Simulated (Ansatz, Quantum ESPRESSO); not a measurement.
Given: the input of a run of Ansatz 0.2.0 on AlFe. Atoms were shifted at random by some hundredths of an Å from the given cell, which wasn't relaxed again for these runs. 

Contents of input.yaml:

```yaml
crystal:
  lattice:
    - [2.91, 0.0, 0.0]
    - [0.0, 2.91, 0.0]
    - [0.0, 0.0, 2.91]
  atoms:
    - { symbol: Fe, position: [0.515589, 0.506574, 0.475967], spin: 3.0 }
    - { symbol: Al, position: [0.01707, 0.015641, -0.010937] }
hamiltonian:
  xc: pbesol
  pseudopotentials: { kind: paw }
magnetization:
  spin_polarized: true
kpoints:
  mp_grid: { grid: [9, 9, 9] }
scf:
  occupations: { method: fermi_dirac, width: 0.05 }
output:
  forces: true
  stress: true
  eigenvalues: true
  write_density: true
  write_potential: true
  elf: true
  volumetric_format: npy
```

Potentials or basis: Ansatz PAW.

The run is started by

```bash
$ ansatz run input.yaml --threads 2 --pin off --max-ram 5632MiB --backend cpu --events-out ev --progress --plain --runs-dir out
```

Problem. Set up the same calculation for Quantum ESPRESSO 7.5. Potentials or basis there: GBRV 1.5 PBEsol, cutoff 762 eV.

Solution. As run (cutoffs and basis follow the program's own potentials, and thresholds, step limits or extra output files can differ):

File pw.in:

```
&CONTROL
  calculation = 'scf'
  prefix = 'pwscf'
  outdir = './tmp'
  pseudo_dir = './pseudo'
  tprnfor = .true.
  tstress = .true.
  disk_io = 'nowf'
/
&SYSTEM
  ibrav = 0
  nat = 2
  ntyp = 2
  ecutwfc = 56
  ecutrho = 448
  nbnd = 19
  occupations = 'smearing'
  smearing = 'fd'
  degauss = 0.00367493
  nspin = 2
  starting_magnetization(1) = 0.1875
  starting_magnetization(2) = 0
/
&ELECTRONS
  conv_thr = 4d-10
  electron_maxstep = 120
  mixing_beta = 0.3
/
ATOMIC_SPECIES
Fe    55.8450 fe_pbesol_v1.5.uspp.F.UPF
Al    26.9815 al_pbesol_v1.uspp.F.UPF
CELL_PARAMETERS angstrom
   2.9100000000    0.0000000000    0.0000000000
   0.0000000000    2.9100000000    0.0000000000
   0.0000000000    0.0000000000    2.9100000000
ATOMIC_POSITIONS crystal
Fe     0.5155890000    0.5065740000    0.4759670000
Al     0.0170700000    0.0156410000   -0.0109370000
K_POINTS automatic
9 9 9 0 0 0
```

Potentials or basis: GBRV 1.5 PBEsol.

Launch:

```bash
$ OMP_NUM_THREADS=1 mpirun -n 2 pw.x -nk 2 -in pw.in > pw.out
```

Both were run:

|  | Ansatz | Quantum ESPRESSO |
| --- | --- | --- |
| Pressure | -11.1 GPa | -11.1 GPa |
| Largest force | 0.317 eV/Å | 0.319 eV/Å |
| Net moment | 0.66 μB per cell | 0.67 μB per cell |
| Absolute moment | 0.77 μB per cell | 0.80 μB per cell |
| Energy over the undisturbed cell | 3.7 meV/atom | 3.7 meV/atom |

Ansatz's pressure holds a Pulay term of +0.07 GPa for its cutoff of 420 eV, which the other run lacks.

Ansatz's potentials were made for PBE.

Where Ansatz's input types no cutoff or centring, it takes its own default and a Γ-centred mesh.

The magnetic state is the one that the start led to; the real crystal's order can differ.

The cell lies far from this level's equilibrium.

Pressure is positive in compression.
